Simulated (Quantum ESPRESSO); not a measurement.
The system is WC.

```xyz
2
Lattice="0.0000 2.1927 2.1927 2.1927 0.0000 2.1927 2.1927 2.1927 0.0000" Properties=species:S:1:pos:R:3 pbc="T T T"
W     0.0000    0.0000    0.0000
C     2.1927    2.1927    2.1927
```

Measurements of this composition are mostly on another form, of space group No. 187.

Base run:

- Program: Quantum ESPRESSO 7.5
- Functional: PBEsol
- Potentials or basis: GBRV 1.5 PBEsol
- Cutoff: 762 eV
- Density cutoff: 6095 eV
- k mesh: 10 × 10 × 10
- Occupations: fermi-dirac, width 0.05 eV
- Spin: no spin polarisation
- Hubbard terms: W d U = 8 eV

Its results: band gap on the k mesh none (metal or under the smearing width); pressure -7.5 GPa.

Problem. The run is repeated on the same cell with these changes: hubbard terms from W d U = 8 eV to none. What comes out?

Solution. Band gap on the k mesh none (metal or under the smearing width); pressure -9.5 GPa.

Caveats: U without spin polarisation on a metal has little footing (some runs); the U is typed as a test and isn't derived for this compound (some runs).
